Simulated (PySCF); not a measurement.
Isomers of C4H6O2, one GFN2-xTB conformer each. Single-point energies are computed at PBE0/pcSseg-1 (PySCF, gas phase, no added dispersion term), electronic only.

| SMILES | GFN2-xTB relative energy (kJ/mol) |
| --- | --- |
| C=COC(C)=O | 98.9 |
| C[C@@H]1OCC1=O | 151.7 |
| O=C(O)C1CC1 | 74.1 |
| CCOC=C=O | 197.8 |
| C=CCC(=O)O | 108.9 |
| O=C1CCCO1 | 0.0 |
| CCC(=O)C=O | 176.5 |

Conformers: `[CH2:1]=[CH:2][O:3][C:4]([CH3:5])=[O:6]` with C1–C2–O3–C4 180°, C2–O3–C4–C5 180°; `[O:1]=[C:2]([OH:3])[CH:4]1[CH2:5][CH2:6]1` with O1–C2–O3–H 0°, O1–C2–C4–C5 33°; `[CH3:1][CH2:2][O:3][CH:4]=[C:5]=[O:6]` with C1–C2–O3–C4 180°, C2–O3–C4–C5 0°; `[CH2:1]=[CH:2][CH2:3][C:4](=[O:5])[OH:6]` with C1–C2–C3–C4 -115°, C2–C3–C4–O5 -75°, C3–C4–O6–H -178°; `[O:1]=[C:2]1[CH2:3][CH2:4][CH2:5][O:6]1` with O1–C2–C3–C4 165°, C2–C3–C4–C5 25°, C3–C4–C5–O6 -27°, C4–C5–O6–C2 18°; `[CH3:1][CH2:2][C:3](=[O:4])[CH:5]=[O:6]` with C1–C2–C3–O4 0°, C2–C3–C5–O6 0°.

**Question.** What does PBE0/pcSseg-1 give for the same structures?

**Answer.** 
```csv
SMILES,PBE0/pcSseg-1 E (Eh),PBE0/pcSseg-1 (kJ/mol),GFN2-xTB (kJ/mol),point group
O=C1CCCO1,-306.11929,0.0,0.0,C1
O=C(O)C1CC1,-306.10408,39.9,74.1,Cs
C=CCC(=O)O,-306.09941,52.2,108.9,C1
C=COC(C)=O,-306.09250,70.3,98.9,Cs
CCC(=O)C=O,-306.08431,91.9,176.5,Cs
C[C@@H]1OCC1=O,-306.06175,151.1,151.7,C1
CCOC=C=O,-306.03439,222.9,197.8,Cs
```

Both levels put the same isomer lowest; measured from each level's own lowest isomer, the values differ by up to 84.6 kJ/mol (CCC(=O)C=O: 176.5 against 91.9). As drawn, the lowest has a C(=O)–O unit, which the highest lacks; the highest has cumulated double bonds and a C=C bond outside aromatic rings, which the lowest lacks.

**Question.** Which frontier levels, dipoles and rotational constants go with these structures?

**Answer.** 
```
        SMILES  HOMO (eV, PBE0/pcSseg-1)  LUMO (eV)  dipole (D)      A, B, C (MHz)
     O=C1CCCO1                     -7.79       0.37        4.71   7327, 3627, 2577
   O=C(O)C1CC1                     -8.09       0.27        1.64   7699, 2722, 2383
    C=CCC(=O)O                     -7.69      -0.23        1.66   7252, 2295, 2010
    C=COC(C)=O                     -7.45      -0.35        1.80   9480, 2250, 1839
    CCC(=O)C=O                     -7.46      -2.74        1.00   6654, 2541, 1881
C[C@@H]1OCC1=O                     -7.61      -1.00        0.96   5185, 3970, 2501
      CCOC=C=O                     -6.13      -1.61        1.25  10066, 1878, 1615
```
